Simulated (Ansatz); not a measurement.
## Relaxing Tl

Computed with Ansatz, DFT r2SCAN, scalar-relativistic, plane waves, PAW. Cutoff 500 eV, Γ-centred k mesh, Gaussian smearing, no spin polarisation in the final step.

The start puts Tl on the diamond structure type (Fd-3m, No. 227), at a guessed volume.

```
Tl
1.0
     0.00000    3.24923    3.24923
     3.24923    0.00000    3.24923
     3.24923    3.24923    0.00000
Tl
2
Cartesian
  3.2492 3.2492 3.2492
  4.8738 4.8738 4.8738
```

Cell and atoms relax at zero pressure; the relaxation can't lower the symmetry of the start. After a coarse first stage the cell is made exact in the group found at 0.06 Å.

Energies count from the standard state of Tl at the same level.

**Question.** Describe the relaxed structure.

**Answer.** It keeps Fd-3m (No. 227). The result has the diamond structure. Conventional cell: a = 6.942 Å. Around Tl lie 4 Tl at 3.01 Å.

```cif
data_structure
_symmetry_space_group_name_H-M 'Fd-3m:1'
_symmetry_Int_Tables_number 227
_cell_length_a 6.9419
_cell_length_b 6.9419
_cell_length_c 6.9419
_cell_angle_alpha 90.000
_cell_angle_beta 90.000
_cell_angle_gamma 90.000
_cell_volume 334.53
loop_
_atom_site_label
_atom_site_type_symbol
_atom_site_symmetry_multiplicity
_atom_site_Wyckoff_symbol
_atom_site_fract_x
_atom_site_fract_y
_atom_site_fract_z
_atom_site_occupancy
Tl1 Tl 8 a 0.50000 0.00000 0.50000 1
```

**Question.** What are its volume, energy, density and gap?

**Answer.** The volume per atom is 41.82 Å³ and the density is 8.12 g/cm³. The energy over the standard structure is 0.39 eV/atom. The gap on the 14×14×14 mesh is 0 eV (a metal).

The final run used a 14×14×14 mesh on its 2-atom cell and 0.10 eV smearing. For metals, differences of a few meV/atom aren't resolved. Spin–orbit coupling is left out. A structure relaxed within its symmetry needn't be a true minimum. The steps took of the order of 80 core-seconds in all.